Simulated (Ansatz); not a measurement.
## Be: distorted cells

Computed with Ansatz 0.2.0, DFT PBE, scalar-relativistic, plane waves, PAW.

Plane waves to 420 eV, a k mesh through Γ of 12×12×18 on the computed 4-atom cell and Gaussian smearing (0.10 eV); no spin polarisation.

Reference cell:

```xyz
4
Lattice="3.7468 0.0000 0.0000 0.0000 3.7468 0.0000 0.0000 0.0000 2.2813" Properties=species:S:1:pos:R:3 pbc="T T T"
Be    1.1143    1.1143    0.0000
Be    2.6325    2.6325    0.0000
Be    0.7591    2.9877    1.1406
Be    2.9877    0.7591    1.1406
```

Each variant moves atoms of this cell by the vectors given, if any (Å), and then applies a symmetric strain (tensor components, Cartesian axes). The reference cell isn't relaxed at this level. Energies are per atom at zero smearing, counted from the lowest variant. Pressure is positive in compression.

1. strain (xx yy zz yz xz xy, %) 3.17 3.17 -2.83 0.00 0.00 0.00; moves: Be1 (0.021, 0.021, 0.000); Be2 (-0.021, -0.021, 0.000); Be3 (-0.021, 0.021, 0.000); Be4 (0.021, -0.021, 0.000)
2. strain (xx yy zz yz xz xy, %) -0.71 -0.71 -2.21 0.00 0.00 0.00; moves: Be1 (-0.021, -0.021, 0.000); Be2 (0.021, 0.021, 0.000); Be3 (0.021, -0.021, 0.000); Be4 (-0.021, 0.021, 0.000)
3. strain (xx yy zz yz xz xy, %) -1.16 -1.16 4.84 0.00 0.00 0.00; moves: Be1 (0.042, 0.042, 0.000); Be2 (-0.042, -0.042, 0.000); Be3 (-0.042, 0.042, 0.000); Be4 (0.042, -0.042, 0.000)

Question: Order the variants by energy, lowest first.

Answer: 2 (0.0 meV/atom), 1 (5.0 meV/atom), 3 (37.6 meV/atom).

Question: Order them by pressure, highest first.

Answer: 2 (4.56 GPa), 3 (-1.25 GPa), 1 (-3.02 GPa).

This form isn't the element's structure at ambient conditions.